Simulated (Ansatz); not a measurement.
## Band structure of KTaO₃

```
CELL_PARAMETERS angstrom
3.98830 0.00000 0.00000
0.00000 3.98830 0.00000
0.00000 0.00000 3.98830
ATOMIC_POSITIONS crystal
K 0.50000 0.50000 0.50000
Ta 0.00000 0.00000 0.00000
O 0.50000 0.00000 0.00000
O 0.00000 0.50000 0.00000
O 0.00000 0.00000 0.50000
```

Atom numbers follow the list: K1, Ta2, O3, O4, O5.

The geometry is COD entry 2102087, unchecked; take it as a test cell.

No spin–orbit coupling, which matters for the heavy atoms here.

Computed with DFT, PBE, all-electron LAPW, scalar-relativistic (Ansatz 0.2.0).

The runs use a Γ-centred 5×5×5 k mesh, Fermi–Dirac smearing of 0.01 eV, basis error target 0.5 meV/atom, no spin polarisation.

Points in fractions of the reciprocal vectors of this cell: Γ (0, 0, 0), X (0, 0.5, 0), M (0.5, 0.5, 0), R (0.5, 0.5, 0.5). The path joins them by straight lines in the order Γ–X–M–Γ–R–X–R–M; legs that retrace an earlier one aren't tabulated. Energies are in eV from the top of the valence band.

Task: Is there a gap, and where are the band edges?

Result: 2.23 eV, indirect from R (0.5, 0.5, 0.5) to Γ.

Task: List the levels between -14 and 8 eV at the symmetry points.

Result: 
Γ: -10.86 (×3), -2.40 (×3), -1.05 (×3), -0.60 (×3), 2.23 (×3), 6.63, 6.83 (×2)
X: -10.82 (×2), -10.71, -5.41, -2.53 (×2), -2.29 (×2), -2.12, -1.50, -0.83 (×2), 2.39, 5.06 (×2), 6.87
M: -10.85 (×2), -10.75, -5.49, -5.37, -4.53, -2.81 (×2), -1.62, -1.42 (×2), -0.04, 5.10 (×2), 6.40, 7.73
R: -11.12 (×3), -5.50, -5.35 (×2), -3.89 (×3), 0.00 (×3), 6.53 (×3)

Kohn–Sham gaps of semilocal functionals usually fall short of measured ones.
